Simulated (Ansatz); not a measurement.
WSe2: a prediction, then the measurements

Method: Ansatz 0.2.0, DFT r2SCAN, scalar-relativistic, plane waves, PAW.

Settings: cutoff 500 eV, Γ-centred mesh 12×12×2 on the computed 6-atom cell, Gaussian smearing of 0.02 eV; no spin polarisation.

Relaxed structure, symmetry kept:

```
W Se
1.0
     3.31523    0.00000    0.00000
    -1.65761    2.87107    0.00000
     0.00000    0.00000   13.71250
W Se
2 4
Direct
  0.33333 0.66667 0.25000
  0.66667 0.33333 0.75000
  0.33333 0.66667 0.62883
  0.66667 0.33333 0.12883
  0.33333 0.66667 0.87117
  0.66667 0.33333 0.37117
```

```json
{
  "Space group": "P6_3/mmc (No. 194)",
  "Volume per atom": "21.75 Å³",
  "Formation energy from the elements' standard states (uncorrected)": "-0.612 eV/atom",
  "Generalised Kohn–Sham band gap": "1.33 eV, indirect from Γ to (0.180, 0.180, 0.000)",
  "Löwdin character of the top 1 eV of the valence band": "W 5d 69 %, Se 4p 27 %",
  "Löwdin character of the lowest 1 eV of the conduction band": "W 5d 66 %, Se 4p 28 %",
  "Electron masses at the edge by Cartesian direction of the standard setting (m_e; degenerate bands sorted by energy; no spin-orbit coupling)": "x: 0.59; y: 0.53; z: 0.54",
  "Hole masses at the edge by Cartesian direction of the standard setting (m_e; degenerate bands sorted by energy; no spin-orbit coupling)": "x: 0.96; y: 0.96; z: 0.86",
  "Bader charges (e)": "W (2 in the cell) 1.18, Se (4 in the cell) -0.59"
}
```

Spin-orbit coupling is left out, which matters for the bands of heavy elements. Each cell of WSe2 holds layers, and where no dispersion correction was added their binding is poorly described.

**Measured values to compare with.**

From “Random anion distribution in MSxSe2−x (M = Mo, W) crystals and nanosheets”, 2018, pmc:9078701, for a bulk crystal of WSe2: lattice constant a 3.282 ± 0.001 Å; lattice constant c 12.96 ± 0.01 Å.

From “Time-resolved XUV ARPES with tunable 24–33 eV laser pulses at 30 meV resolution”, 2019, pmc:6684652, for a bulk crystal of WSe2: band gap 1.3 eV (indirect).

A measured lattice constant a of WSe2 is 3.282 Å (quoted in the paper above); the calculated 3.315 Å misses it by +1.0 %. Measured lattice constant c of WSe2: 12.96 Å (quoted in the paper above). This calculation gives 13.713 Å (+5.8 %). So large a difference can come from the functional (as between layers that it hardly binds), but also from another choice of axes, another phase or a misread value. 3 values of this kind are on record (12.95 to 12.977 Å); this one was drawn at random among those near their median, those with a stated uncertainty first. The calculation is for 0 K without zero-point motion. Against the measured band gap of WSe2, 1.3 eV (indirect; the paper above), the calculated 1.33 eV is off by +0.03 eV. Kohn–Sham gaps of semilocal functionals fall short of measured ones as a rule; spin-orbit coupling, left out here, would usually lower the calculated gap of a compound with heavy elements.

Cost: 8 runs of about 21 core-minutes in all, on Intel Xeon Platinum 8375C (Ice Lake) (shared hosts).